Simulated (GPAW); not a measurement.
Nb:

```xyz
1
Lattice="-1.6640 1.6640 1.6640 1.6640 -1.6640 1.6640 1.6640 1.6640 -1.6640" Properties=species:S:1:pos:R:3 pbc="T T T"
Nb    0.0000    0.0000    0.0000
```

- Program: GPAW 26.7.0
- Task: relaxation of cell and atoms
- Functional: PBE
- Dispersion: D3(BJ)
- Potentials or basis: GPAW PAW data sets (gpaw-data 1.2.1)
- Cutoff: 600 eV
- Basis: pw
- k mesh: 11 × 11 × 11
- Occupations: fermi-dirac, width 0.05 eV
- Spin: no spin polarisation

At the start: pressure -9.3 GPa; volume 18.43 Å³/atom.

Problem. Where does the relaxation end?

Solution. Over 14 steps the energy falls by 29.4 meV/atom and the volume is 17.43 Å³/atom (-5.4 %); space group Im-3m (No. 229, to 0.05 Å).

The path:
| step | energy change (eV) | largest force (eV/Å) | pressure (GPa) | volume (Å³) |
| --- | --- | --- | --- | --- |
| 1 | 0.0000 | 0.0000 | -9.25 | 18.43 |
| 2 | -0.0241 | 0.0000 | -4.21 | 17.85 |
| 3 | -0.0247 | 0.0000 | 3.96 | 17.05 |
| 4 | -0.0260 | 0.0000 | 3.36 | 17.10 |
| 5 | -0.0278 | 0.0000 | 2.27 | 17.20 |
| 6 | -0.0291 | 0.0000 | 0.87 | 17.33 |
| 7 | -0.0293 | 0.0000 | -0.63 | 17.48 |
| 8 | -0.0293 | 0.0000 | -0.60 | 17.48 |
| 9 | -0.0294 | 0.0000 | -0.56 | 17.47 |
| 10 | -0.0294 | 0.0000 | -0.50 | 17.47 |
| 11 | -0.0294 | 0.0000 | -0.41 | 17.46 |
| 12 | -0.0294 | 0.0000 | -0.31 | 17.45 |
| 13 | -0.0294 | 0.0000 | -0.21 | 17.44 |
| 14 | -0.0294 | 0.0000 | -0.09 | 17.43 |

Final structure:
```
CELL_PARAMETERS angstrom
-1.63323 1.63323 1.63323
1.63323 -1.63323 1.63323
1.63323 1.63323 -1.63323
ATOMIC_POSITIONS crystal
Nb 0.00000 0.00000 0.00000
```

Caveat: later steps reuse the first step's grids; pairwise dispersion overbinds metals, which lowers pressure and volume.
